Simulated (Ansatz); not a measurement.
The system is CdF2.

```
Cd F
1.0
     0.00000    2.69400    2.69400
     2.69400    0.00000    2.69400
     2.69400    2.69400    0.00000
Cd F
1 2
Direct
  0.00000 0.00000 0.00000
  0.75000 0.75000 0.75000
  0.25000 0.25000 0.25000
```

```yaml
Program: Ansatz 0.2.0
Task: relaxation of cell and atoms
Functional: BLYP
Potentials_or_basis: Ansatz PAW
Cutoff: "420 eV (not typed: the program's choice for these potentials)"
k_mesh: 9 × 9 × 9
Occupations: fermi-dirac, width 0.05 eV
Spin: no spin polarisation
```

At the start: volume 13.03 Å³/atom.

**Question.** Where does the relaxation end?

**Answer.** It ends after 7 steps and the volume is 14.11 Å³/atom (+8.3 %); space group Fm-3m (No. 225, to 0.05 Å).

The path:
| step | energy change (eV) | largest force (eV/Å) | volume (Å³) |
| --- | --- | --- | --- |
| 1 | 0.0000 | 0.0000 | 39.10 |
| 2 | -0.0577 | 0.0000 | 42.04 |
| 3 | -0.0581 | 0.0000 | 41.97 |
| 4 | -0.0792 | 0.0000 | 41.97 |
| 5 | -0.0786 | 0.0000 | 42.29 |
| 6 | -0.0784 | 0.0000 | 42.33 |
| 7 | -0.0802 | 0.0000 | 42.33 |

Final structure:
```xyz
3
Lattice="0.0000 2.7662 2.7662 2.7662 0.0000 2.7662 2.7662 2.7662 0.0000" Properties=species:S:1:pos:R:3 pbc="T T T"
Cd    0.0000    0.0000    0.0000
F     4.1493    4.1493    4.1493
F     1.3831    1.3831    1.3831
```

Caveat: the plane-wave basis is chosen anew once the cell has moved, so the energies of steps on either side of that aren't comparable; the pressure holds a Pulay correction of +0.8 GPa for the finite cutoff; the PAW data sets come from PBE, with cores solved anew for the run's functional, which leaves a small shift of forces and pressure.
